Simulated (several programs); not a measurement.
## What each method gives for Se (P3_121)

Se (P3_121) from a database structure, relaxed with r2SCAN+rVV10 in Ansatz, was computed with several methods. The symmetry is P3_121 (No. 152, trigonal); a = 4.293 Å, c = 5.041 Å in the conventional setting, 26.81 Å³ an atom. Se is surrounded by 2 Se at 2.39 Å. The values are computed, spin-unpolarised, and not measurements.

```cif
data_structure
_symmetry_space_group_name_H-M 'P3_121'
_symmetry_Int_Tables_number 152
_cell_length_a 4.2927
_cell_length_b 4.2927
_cell_length_c 5.0409
_cell_angle_alpha 90.000
_cell_angle_beta 90.000
_cell_angle_gamma 120.000
_cell_volume 80.44
loop_
_atom_site_label
_atom_site_type_symbol
_atom_site_symmetry_multiplicity
_atom_site_Wyckoff_symbol
_atom_site_fract_x
_atom_site_fract_y
_atom_site_fract_z
_atom_site_occupancy
Se1 Se 3 a 0.22847 0.00000 0.33333 1
```

Gaps and times are for a single point on this cell; volume and bulk modulus come from each method's own relaxation or energy curve at fixed shape, which is too stiff where a cell has free coordinates or axes. Times are rough, from shared hosts (Arm Neoverse N1; Arm Neoverse V1; Arm Neoverse V2), and each method has its own mesh and cell size. A double dagger marks a value from a curve with shape and coordinates held. A star marks a curve whose lowest point is an end point. PM6 (MOPAC), PM7 (MOPAC), GFN1-xTB (tblite), GFN2-xTB (tblite) treat a cluster of cells at its zone centre, which samples few k points: where these miss a band edge, the gap comes out too large for that reason alone. Gaps from k meshes are read at a limited set of points (mesh, symmetry points, PBE's band edges), so each method's own least gap may be somewhat smaller. Force fields have no electrons; where one was fitted to this phase, its volume and modulus reflect the fit. xTB and the PM methods were fitted mostly to molecules, and can miss a solid's gap by electronvolts. Minimal bases can be far off for gaps. Times of the plane-wave ladder aren't listed, since it ran on unlike processors and cards. Curves at held shape can't give the bulk modulus of a layered or molecular crystal, so none is listed. GLLB-SC's gap includes the derivative discontinuity. G0W0 is at finite bands, cutoff and mesh. d marks a direct gap, i an indirect one (no mark: not told apart), a dash a value that wasn't computed or didn't pass its checks.

| method | kind | gap (eV) | own volume (Å³/atom) | bulk modulus (GPa) | atoms computed | processor time |
| --- | --- | --- | --- | --- | --- | --- |
| PBE-D3(BJ) | semilocal | – | 24.52 | – | 3 | – |
| r2SCAN+rVV10 | semilocal | – | 26.81 | – | 3 | – |
| PBE-D4 | semilocal | – | 24.46 | – | 3 | – |
| CdTeZnSeHgS0.sw (LAMMPS) | force field | – | 32.03 | – | 3 | 0.13 s |
| CdTeSe.bop.table (LAMMPS) | force field | – | 26.30 | – | 3 | 0.14 s |
| GFN1-xTB (tblite) | tight binding | 1.50 | 24.06*‡ | – | cluster | 1.6 s |
| PM6 (MOPAC) | semi-empirical | 3.98 | – | – | cluster | 2.1 s |
| light PBE (260 eV and a coarse mesh) | light plane-wave | 0.81 i | – | – | 3 | 2.3 s |
| PM7 (MOPAC) | semi-empirical | 3.68 | 28.80‡ | – | cluster | 2.3 s |
| GFN2-xTB (tblite) | tight binding | 1.69 | 27.68‡ | – | cluster | 3.9 s |
| PBE/SZV (CP2K) | small basis | 0.70 i | – | – | 3 | 4.4 s |
| PBE/DZVP (CP2K) | small basis | 0.81 i | 28.24‡ | – | 3 | 6.6 s |
| PBE/single zeta (GPAW) | small basis | 0.54 i | – | – | 3 | 7.2 s |
| PBE | semilocal | 0.83 i | – | – | 3 | – |
| GLLB-SC (GPAW) | model potential | 1.45 | – | – | 3 | 30 s |
| LDA | semilocal | 0.73 i | – | – | 3 | – |
| r2SCAN | semilocal | 1.06 i | – | – | 3 | – |
| PBE+SOC | semilocal | 0.81 i | – | – | 3 | – |
| G0W0@r2SCAN (220 eV screening cutoff) | many-body | 1.63 | – | – | 3 | – |
| G0W0@PBE0 (220 eV screening cutoff) | many-body | 2.08 | – | – | 3 | – |
| G0W0@HSE06 (220 eV screening cutoff) | many-body | 1.89 | – | – | 3 | – |
| G0W0@PBE (300 eV screening cutoff) | many-body | 1.45 | – | – | 3 | – |
| r2SCANh | hybrid | 1.55 i | – | – | 3 | – |
| r2SCAN0 | hybrid | 2.34 i | – | – | 3 | – |
| HSE06 | hybrid | 1.56 i | – | – | 3 | – |
| PBE0 | hybrid | 2.19 i | – | – | 3 | – |
| DDH-PBE0 | hybrid | 1.23 i | – | – | 3 | – |
| HSE06+SOC | hybrid | 1.53 i | – | – | 3 | – |

Against HSE06 (1.56 eV) and with closed or daggered gaps left aside, the nearest gap at the points sampled is that of r2SCANh (-0.01 eV) and the farthest that of PM6 (MOPAC) (+2.42 eV). HSE06 is only a yardstick of convenience, and nearness to it can be luck.

Only the rows marked +SOC include spin-orbit coupling.
